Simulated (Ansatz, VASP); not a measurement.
**One calculation of Ru, 3 ways**

```xyz
2
Lattice="2.7058 0.0000 0.0000 -1.3529 2.3433 0.0000 0.0000 0.0000 4.2819" Properties=species:S:1:pos:R:3 pbc="T T T"
Ru    1.3529    0.7811    3.2114
Ru    0.0000    1.5622    1.0705
```

Alike in all runs: task band structure; functional PBEsol; k mesh 8 × 8 × 5; occupations fermi-dirac, width 0.05 eV; spin-orbit coupling, no magnetisation; with spin-orbit coupling. Pressure is positive in compression and, in plane waves, holds the error of the finite cutoff, which Ansatz's Pulay term estimates and takes out.

```csv
program and potentials,plane-wave cutoff (eV),notes,pressure (GPa)
"Ansatz, Ansatz PAW",420,"potentials made for PBE, which Ansatz adapts in part; 16 valence electrons an atom on average",?
"VASP, PBE PAW files Ru_pv, 520 eV",520,potentials made for PBE; 14 valence electrons an atom on average,-6.55
"Ansatz, all-electron LAPW, relativistic spinors",-,-,-6.61
```

Question: Estimate from the other rows what the run with Ansatz, Ansatz PAW gave.

Answer: Pressure -6.59 GPa. Its pressure holds a Pulay term of +0.04 GPa. The other rows, which needn't bracket it: pressure -6.61 to -6.55.
